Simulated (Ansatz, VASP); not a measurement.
# Pb: VASP beside Ansatz

```xyz
3
Lattice="5.6699 0.0000 0.0000 -2.8349 4.9103 0.0000 0.0000 0.0000 3.4432" Properties=species:S:1:pos:R:3 pbc="T T T"
Pb    0.0000    0.0000    0.0000
Pb    0.0000    3.2735    1.7216
Pb    2.8349    1.6368    1.7216
```

Alike in both runs: functional PBE; k mesh 7 × 7 × 9; occupations fermi-dirac, width 0.05 eV; no spin polarisation.

Ansatz relaxed the structure, and its values are those at the end. VASP's run is a single point on that final structure, the one shown.

```csv
,VASP,Ansatz
version,VASP 6.6.1,Ansatz 0.2.0
potentials or method,"VASP PAW PBE potentials, release 64 (Pb_d)","PAW with Ansatz's default frozen-core files, scalar-relativistic"
plane-wave cutoff (eV),520,420
valence electrons in the cell,42,42
```

```csv
,VASP,Ansatz,Ansatz less VASP
pressure (GPa),0.2,0.3,+0.07
```

Spin-orbit coupling is left out, which matters for the levels of Pb.
